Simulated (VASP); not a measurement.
# As (Pm-3m) in VASP: a series of runs

The runs below take As through single point, with PBEsol.

Everything below comes from runs of VASP 6.6.1. Logs are shortened: lines on timing, memory, paths and dates and some standing lists are left out, and cuts for length are marked.

### 1 Starting point

Symmetry: Pm-3m, No. 221, cubic system. The conventional cell has a = 2.704 Å, b = 2.704 Å, c = 2.704 Å, α = 90.00°, β = 90.00°, γ = 90.00°. As (site symmetry m-3m) has 6 As at 2.70 Å as nearest neighbours.

This isn't the form of As at room conditions, which is rhombohedral.

### 2 Single point, PBEsol

Input file INCAR:

```
PREC = Accurate ; ENCUT = 250
EDIFF = 1E-6 ; ISMEAR = 0
SIGMA = 0.05 ; LREAL = False
LASPH = True ; NELM = 100
ALGO = Normal ; ISIF = 2
LWAVE = False ; LCHARG = False
GGA = PS ; ADDGRID = False
```

Input file KPOINTS:

```
regular mesh
0
Gamma
  5 5 5
```

Input file POSCAR:

```
As
1.0
    2.7036817444      0.0000000000      0.0000000000
    0.0000000000      2.7036817444      0.0000000000
    0.0000000000      0.0000000000      2.7036817444
As
1
Direct
    0.5000000000      0.5000000000      0.5000000000
```

Potentials or basis: VASP PAW PBE potentials, release 64 (As).

Started as:

```bash
$ cat potpaw_PBE.64/As/POTCAR > POTCAR
$ mpirun -np 1 vasp_std > vasp.out
```

OUTCAR:

```text
PREC = Accurate
   ENCUT = 250
   EDIFF = 1E-6
   ISMEAR = 0
   LREAL = False
   LASPH = True
   NELM = 100
   ISIF = 2
   GGA = PS

 Found     10 irreducible k-points:

 Following reciprocal coordinates:
            Coordinates               Weight
  0.000000  0.000000  0.000000      1.000000
  0.200000  0.000000  0.000000      6.000000
  0.400000  0.000000  0.000000      6.000000
  0.200000  0.200000  0.000000     12.000000
  0.400000  0.200000  0.000000     24.000000
  0.400000  0.400000  0.000000     12.000000
   k-points           NKPTS =     10   k-points in BZ     NKDIM =     10   number of bands    NBANDS=      6
   number of dos      NEDOS =    301   number of ions     NIONS =      1
   total plane-waves  NPLWV =   2744
   dimension x,y,z NGX =    14 NGY =   14 NGZ =   14
   dimension x,y,z NGXF=    28 NGYF=   28 NGZF=   28
   ions per type =               1
   NGX,Y,Z   is equivalent  to a cutoff of   8.61,  8.61,  8.61 a.u.
   NGXF,Y,Z  is equivalent  to a cutoff of  17.22, 17.22, 17.22 a.u.
 SYSTEM =  unknown system
   PREC   = accura    normal or accurate (medium, high low for compatibility)
   ISTART =      0    job   : 0-new  1-cont  2-samecut
   ICHARG =      2    charge: 1-file 2-atom 10-const
   ISPIN  =      1    spin polarized calculation?
   LNONCOLLINEAR =      F non collinear calculations
   LSORBIT =      F    spin-orbit coupling
   LASPH  =      T    aspherical Exc in radial PAW
   ENCUT  =  250.0 eV  18.37 Ry    4.29 a.u.   3.49  3.49  3.49*2*pi/ulx,y,z
   NELM   =    100;   NELMIN=  2; NELMDL= -5     # of ELM steps
   EDIFF  = 0.1E-05   stopping-criterion for ELM
   LREAL  =      F    real-space projection
   EDIFFG = 0.1E-04   stopping-criterion for IOM
   NSW    =      0    number of steps for IOM
   IBRION =     -1    ionic relax: 0-MD 1-quasi-New 2-CG
   NFREE  =      0    steps in history (QN), initial steepest desc. (CG)
   ISIF   =      2    stress and relaxation
   ISYM   =      2    0-nonsym 1-usesym 2-fastsym
   POTIM  = 0.5000    time-step for ionic-motion
   TEBEG  =    0.0;   TEEND  =   0.0 temperature during run
   PSTRESS=    0.0 pullay stress
   NELECT =       5.0000    total number of electrons
   NUPDOWN=      -1.0000    fix difference up-down
   EMIN   =  10.00;   EMAX   =-10.00  energy-range for DOS
   EFERMI =   0.00;   METHOD = LEGACY
   ISMEAR =     0;   SIGMA  =   0.05  broadening in eV -4-tet -1-fermi 0-gaus
   EFERMI_NEDOS =   21; number of points for ismear=-14 and -15
   IALGO  =     38    algorithm
   IMIX   =      4    mixing-type and parameters
     AMIX     =   0.40;   BMIX     =  1.00
     AMIX_MAG =   1.60;   BMIX_MAG =  1.00
  volume/ion in A,a.u.               =      19.76       133.37
  Fermi-wavevector in a.u.,A,eV,Ry     =   1.035403  1.956627 14.586243  1.072059
  Thomas-Fermi vector in A             =   2.169744
   LORBIT       =      0    0 simple, 1 ext, 2 COOP (PROOUT), +10 PAW based schemes
   GGA     = PS    functional components
   LHFCALC =     F    Hartree Fock is set to
   AEXX    =    0.0000 exact exchange contribution
   IVDW    =     0    specifies the selected vdW correction
   LEPSILON=     F    determine dielectric tensor
   LRPA    =     F    only Hartree local field effects (RPA)
 non-spin polarized calculation
 Gauss-broadening in eV      SIGMA  =   0.05
  energy-cutoff  :      250.00
  volume of cell :       19.76
 maximum number of plane-waves:       183
 NGX is ok and might be reduce to    14
   NGX =  7   NGY =  7   NGZ =  7

 number of electron       5.0000002 magnetization

 Free energy of the ion-electron system (eV)
  ---------------------------------------------------
  ext. energy  EPLUGINS =         0.00000000
  ---------------------------------------------------
  free energy    TOTEN  =        -4.90627069 eV

  energy without entropy =       -4.90266038  energy(sigma->0) =       -4.90446554

 E-fermi :   5.8866     XC(G=0): -10.5645

 val. band max:        5.7685865921   @ k =   0.2000   0.2000   0.0000
 cond. band min:       5.8892972714   @ k =   0.2000   0.2000   0.2000
 fundamental gap:      0.1207106793
 Fermi energy:         5.8865532452

 k-point     1 :       0.0000    0.0000    0.0000
  band No.  band energies     occupation
      1      -9.1941      2.00000
      2       9.9455      0.00000
      3       9.9455      0.00000
      4       9.9455      0.00000
      5      14.3045      0.00000
      6      14.3045      0.00000

 k-point     2 :       0.2000    0.0000    0.0000
  band No.  band energies     occupation
      1      -8.4670      2.00000
      2       4.8173      2.00000
      3      10.5708      0.00000
      4      10.5708      0.00000
      5      14.9541      0.00000
      6      16.2613      0.00000

 k-point     3 :       0.4000    0.0000    0.0000
  band No.  band energies     occupation
      1      -6.6049      2.00000
      2      -0.1990      2.00000
      3      11.9331      0.00000
      4      11.9331      0.00000
      5      16.5592      0.00000
      6      18.4903      0.00000

 k-point     4 :       0.2000    0.2000    0.0000
  band No.  band energies     occupation
      1      -7.7398      2.00000
      2       5.2427      2.00000
      3       5.7686      1.99915
      4      11.1919      0.00000
      5      16.2241      0.00000
      6      18.9880      0.00000

 k-point     5 :       0.4000    0.2000    0.0000
  band No.  band energies     occupation
      1      -5.8744      2.00000
      2       0.4853      2.00000
      3       7.1259      0.00000
      4      12.5404      0.00000
      5      14.4850      0.00000
      6      18.4671      0.00000

 k-point     6 :       0.4000    0.4000    0.0000
  band No.  band energies     occupation
      1      -3.9742      2.00000
      2       1.9503      2.00000
      3       2.2908      2.00000
      4       9.8235      0.00000
      5      13.8366      0.00000
      6      20.5598      0.00000

 [... further k-points ...]
[... 5 lines left out ...]
  --------------------------------------------------------------------------------------
  -------------------------------------------------------------------------------------
  Total       -0.0303036     -0.0303036     -0.0303036      0.0000000     -0.0000000      0.0000000
  in kB       -2.4566217     -2.4566217     -2.4566217      0.0000000     -0.0000000      0.0000000
  external PRESSURE =      -2.4566217 kB  Pullay stress =       0.0000000 kB

 VOLUME and BASIS-vectors are now :
 -----------------------------------------------------------------------------
  energy-cutoff  :      250.00
  volume of cell :       19.76
      direct lattice vectors                 reciprocal lattice vectors
     2.703681744  0.000000000  0.000000000     0.369866018  0.000000000  0.000000000
     0.000000000  2.703681744  0.000000000     0.000000000  0.369866018  0.000000000
     0.000000000  0.000000000  2.703681744     0.000000000  0.000000000  0.369866018

 POSITION                                       TOTAL-FORCE (eV/Angst)
 -----------------------------------------------------------------------------------
      1.35184      1.35184      1.35184         0.000000      0.000000      0.000000
 -----------------------------------------------------------------------------------
    total drift:                                0.000000      0.000000      0.000000

  FREE ENERGIE OF THE ION-ELECTRON SYSTEM (eV)
  ---------------------------------------------------
  free  energy   TOTEN  =        -4.9062706915 eV

  energy  without entropy=       -4.9026603812  energy(sigma->0) =       -4.90446554
```

It used 1.6 s of CPU time on 1 thread of AMD EPYC 7R13 Processor (Zen 3) (shared host), which was overloaded at the time.

The run converged, but some of its settings lie outside the range that counts as converged, so its numbers aren't taken as properties of the crystal.

What came out:

| Property | Result |
| --- | --- |
| Free energy | -4.9063 eV |
| Pressure | -0.2 GPa |
| Band gap on the k mesh | none (metal or under the smearing width) |

Caveat: the k mesh is coarse (spacing up to 0.46 Å⁻¹), so the values aren't converged; the cutoff is under 1.25 times the usual one of these potentials, so pressure, stress and relaxed cells hold a basis-set (Pulay) error; the PAW data sets were made with another functional, which shifts forces and pressure a little.

### 3 Single point, PBEsol

Changes to INCAR since step 2:

```diff
@@ -1,2 +1,2 @@
-PREC = Accurate ; ENCUT = 250
+PREC = Accurate ; ENCUT = 400
 EDIFF = 1E-6 ; ISMEAR = 0
```

Input file KPOINTS:

```
regular mesh
0
Gamma
  4 4 4
```

POSCAR is that of step 2.

Potentials or basis: VASP PAW PBE potentials, release 64 (As).

Started as:

```bash
$ cat potpaw_PBE.64/As/POTCAR > POTCAR
$ mpirun -np 1 vasp_std > vasp.out
```

It used 2.3 s of CPU time on 1 thread of AMD EPYC 7R13 Processor (Zen 3) (shared host), which was overloaded at the time.

The run converged, but some of its settings lie outside the range that counts as converged, so its numbers aren't taken as properties of the crystal.

Results:

| Property | Result |
| --- | --- |
| Free energy | -4.5921 eV |
| Pressure | -2.6 GPa |
| Band gap on the k mesh | none (metal or under the smearing width) |

Caveat: the k mesh is coarse (spacing up to 0.58 Å⁻¹), so the values aren't converged; the PAW data sets were made with another functional, which shifts forces and pressure a little.

### 4 Single point, PBEsol

Changes to INCAR since step 3:

```diff
@@ -1,2 +1,2 @@
-PREC = Accurate ; ENCUT = 400
+PREC = Accurate ; ENCUT = 200
 EDIFF = 1E-6 ; ISMEAR = 0
```

Input file KPOINTS:

```
regular mesh
0
Gamma
  6 6 6
```

POSCAR is that of step 3.

Started as:

```bash
$ cat potpaw_PBE.64/As/POTCAR > POTCAR
$ mpirun -np 1 vasp_std > vasp.out
```

It used 1.8 s of CPU time on 1 thread of AMD EPYC 7R13 Processor (Zen 3) (shared host), which was overloaded at the time.

The run converged, but a check on its numbers failed (symmetry, net force, bounds or a known fault of this set-up), so they aren't taken as properties of the crystal.

Caveat: the k mesh is coarse (spacing up to 0.39 Å⁻¹), so the values aren't converged; the cutoff lies under the usual one of these potentials, so the numbers hold a large basis-set error; the PAW data sets were made with another functional, which shifts forces and pressure a little.

### 5 Single point, PBEsol

Changes to INCAR since step 4:

```diff
@@ -1,2 +1,2 @@
-PREC = Accurate ; ENCUT = 200
+PREC = Accurate ; ENCUT = 300
 EDIFF = 1E-6 ; ISMEAR = 0
```

Input file KPOINTS:

```
regular mesh
0
Gamma
  5 5 5
```

POSCAR is that of step 4.

Started as:

```bash
$ cat potpaw_PBE.64/As/POTCAR > POTCAR
$ mpirun -np 1 vasp_std > vasp.out
```

Run time: 7.6 s. Hardware: 1 thread of AMD EPYC 7R13 (Zen 3), shared host; peak memory 0.07 GiB.

The run converged, but some of its settings lie outside the range that counts as converged, so its numbers aren't taken as properties of the crystal.

What came out:

* Free energy: -4.9065 eV
* Pressure: -0.2 GPa
* Band gap on the k mesh: none (metal or under the smearing width)

Caveat: the k mesh is coarse (spacing up to 0.46 Å⁻¹), so the values aren't converged; the PAW data sets were made with another functional, which shifts forces and pressure a little.

### 6 Single point, PBEsol

Changes to INCAR since step 5:

```diff
@@ -1,2 +1,2 @@
-PREC = Accurate ; ENCUT = 300
+PREC = Accurate ; ENCUT = 500
 EDIFF = 1E-6 ; ISMEAR = 0
```

Input file KPOINTS:

```
regular mesh
0
Gamma
  4 4 4
```

POSCAR is that of step 5.

Potentials or basis: VASP PAW PBE potentials, release 64 (As).

Started as:

```bash
$ cat potpaw_PBE.64/As/POTCAR > POTCAR
$ mpirun -np 1 vasp_std > vasp.out
```

OUTCAR:

```text
PREC = Accurate
   ENCUT = 500
   EDIFF = 1E-6
   ISMEAR = 0
   LREAL = False
   LASPH = True
   NELM = 100
   ISIF = 2
   GGA = PS

 Found     10 irreducible k-points:

 Following reciprocal coordinates:
            Coordinates               Weight
  0.000000  0.000000  0.000000      1.000000
  0.250000  0.000000  0.000000      6.000000
  0.500000  0.000000  0.000000      3.000000
  0.250000  0.250000  0.000000     12.000000
  0.500000  0.250000  0.000000     12.000000
  0.500000  0.500000  0.000000      3.000000
   k-points           NKPTS =     10   k-points in BZ     NKDIM =     10   number of bands    NBANDS=      6
   number of dos      NEDOS =    301   number of ions     NIONS =      1
   total plane-waves  NPLWV =   8000
   dimension x,y,z NGX =    20 NGY =   20 NGZ =   20
   dimension x,y,z NGXF=    40 NGYF=   40 NGZF=   40
   ions per type =               1
   NGX,Y,Z   is equivalent  to a cutoff of  12.30, 12.30, 12.30 a.u.
   NGXF,Y,Z  is equivalent  to a cutoff of  24.60, 24.60, 24.60 a.u.
 SYSTEM =  unknown system
   PREC   = accura    normal or accurate (medium, high low for compatibility)
   ISTART =      0    job   : 0-new  1-cont  2-samecut
   ICHARG =      2    charge: 1-file 2-atom 10-const
   ISPIN  =      1    spin polarized calculation?
   LNONCOLLINEAR =      F non collinear calculations
   LSORBIT =      F    spin-orbit coupling
   LASPH  =      T    aspherical Exc in radial PAW
   ENCUT  =  500.0 eV  36.75 Ry    6.06 a.u.   4.93  4.93  4.93*2*pi/ulx,y,z
   NELM   =    100;   NELMIN=  2; NELMDL= -5     # of ELM steps
   EDIFF  = 0.1E-05   stopping-criterion for ELM
   LREAL  =      F    real-space projection
   EDIFFG = 0.1E-04   stopping-criterion for IOM
   NSW    =      0    number of steps for IOM
   IBRION =     -1    ionic relax: 0-MD 1-quasi-New 2-CG
   NFREE  =      0    steps in history (QN), initial steepest desc. (CG)
   ISIF   =      2    stress and relaxation
   ISYM   =      2    0-nonsym 1-usesym 2-fastsym
   POTIM  = 0.5000    time-step for ionic-motion
   TEBEG  =    0.0;   TEEND  =   0.0 temperature during run
   PSTRESS=    0.0 pullay stress
   NELECT =       5.0000    total number of electrons
   NUPDOWN=      -1.0000    fix difference up-down
   EMIN   =  10.00;   EMAX   =-10.00  energy-range for DOS
   EFERMI =   0.00;   METHOD = LEGACY
   ISMEAR =     0;   SIGMA  =   0.05  broadening in eV -4-tet -1-fermi 0-gaus
   EFERMI_NEDOS =   21; number of points for ismear=-14 and -15
   IALGO  =     38    algorithm
   IMIX   =      4    mixing-type and parameters
     AMIX     =   0.40;   BMIX     =  1.00
     AMIX_MAG =   1.60;   BMIX_MAG =  1.00
  volume/ion in A,a.u.               =      19.76       133.37
  Fermi-wavevector in a.u.,A,eV,Ry     =   1.035403  1.956627 14.586243  1.072059
  Thomas-Fermi vector in A             =   2.169744
   LORBIT       =      0    0 simple, 1 ext, 2 COOP (PROOUT), +10 PAW based schemes
   GGA     = PS    functional components
   LHFCALC =     F    Hartree Fock is set to
   AEXX    =    0.0000 exact exchange contribution
   IVDW    =     0    specifies the selected vdW correction
   LEPSILON=     F    determine dielectric tensor
   LRPA    =     F    only Hartree local field effects (RPA)
 non-spin polarized calculation
 Gauss-broadening in eV      SIGMA  =   0.05
  energy-cutoff  :      500.00
  volume of cell :       19.76
 maximum number of plane-waves:       507
 NGX is ok and might be reduce to    20
   NGX =  9   NGY =  9   NGZ =  9

 number of electron       5.0000001 magnetization

 Free energy of the ion-electron system (eV)
  ---------------------------------------------------
  ext. energy  EPLUGINS =         0.00000000
  ---------------------------------------------------
  free energy    TOTEN  =        -4.59225630 eV

  energy without entropy =       -4.58890540  energy(sigma->0) =       -4.59058085

 E-fermi :   6.0668     XC(G=0): -10.5671

 val. band max:        5.1039535138   @ k =   0.2500   0.2500   0.2500
 cond. band min:       6.1012288674   @ k =   0.5000   0.2500   0.0000
 fundamental gap:      0.9972753536
 Fermi energy:         6.0668394510

 k-point     1 :       0.0000    0.0000    0.0000
  band No.  band energies     occupation
      1      -9.2074      2.00000
      2       9.9289      0.00000
      3       9.9289      0.00000
      4       9.9289      0.00000
      5      14.2952      0.00000
      6      14.2952      0.00000

 k-point     2 :       0.2500    0.0000    0.0000
  band No.  band energies     occupation
      1      -8.0868      2.00000
      2       3.3488      2.00000
      3      10.8738      0.00000
      4      10.8738      0.00000
      5      15.2923      0.00000
      6      16.6993      0.00000
[... 28 lines left out ...]
 k-point     6 :       0.5000    0.5000    0.0000
  band No.  band energies     occupation
      1      -2.7774      2.00000
      2       1.5168      2.00000
      3       1.5168      2.00000
      4       8.2236      0.00000
      5      14.3873      0.00000
      6      22.2664      0.00000

 [... further k-points ...]

------------------------ aborting loop because EDIFF is reached ----------------------------------------

  FORCE on cell =-STRESS in cart. coord.  units (eV):
  Direction    XX          YY          ZZ          XY          YZ          ZX
  --------------------------------------------------------------------------------------
  -------------------------------------------------------------------------------------
  Total       -0.3211826     -0.3211826     -0.3211826      0.0000000     -0.0000000      0.0000000
  in kB      -26.0372961    -26.0372961    -26.0372961      0.0000000     -0.0000000      0.0000000
  external PRESSURE =     -26.0372961 kB  Pullay stress =       0.0000000 kB

 VOLUME and BASIS-vectors are now :
 -----------------------------------------------------------------------------
  energy-cutoff  :      500.00
  volume of cell :       19.76
      direct lattice vectors                 reciprocal lattice vectors
     2.703681744  0.000000000  0.000000000     0.369866018  0.000000000  0.000000000
     0.000000000  2.703681744  0.000000000     0.000000000  0.369866018  0.000000000
     0.000000000  0.000000000  2.703681744     0.000000000  0.000000000  0.369866018

 POSITION                                       TOTAL-FORCE (eV/Angst)
 -----------------------------------------------------------------------------------
      1.35184      1.35184      1.35184         0.000000      0.000000      0.000000
 -----------------------------------------------------------------------------------
    total drift:                                0.000000      0.000000      0.000000

  FREE ENERGIE OF THE ION-ELECTRON SYSTEM (eV)
  ---------------------------------------------------
  free  energy   TOTEN  =        -4.5922563007 eV

  energy  without entropy=       -4.5889054037  energy(sigma->0) =       -4.59058085
```

It used 2 s of CPU time on 1 thread of AMD EPYC 7R13 Processor (Zen 3), on a shared host, which was overloaded at the time.

These settings aren't checked as converged: the numbers below hold their error.

Results:

```
Free energy            : -4.5923 eV
Pressure               : -2.6 GPa
Band gap on the k mesh : none (metal or under the smearing width)
```

Caveat: the k mesh is coarse (spacing up to 0.58 Å⁻¹), so the values aren't converged; the PAW data sets were made with another functional, which shifts forces and pressure a little.

### 7 For comparison

An earlier run on the cell as given: functional PBE; potentials or basis VASP PAW PBE potentials, release 64 (As); cutoff 520 eV; k mesh 10 × 10 × 10; occupations fermi-dirac, width 0.05 eV; no spin polarisation.

* Pressure: 2.4 GPa
* Band gap on the k mesh: none (metal or under the smearing width)
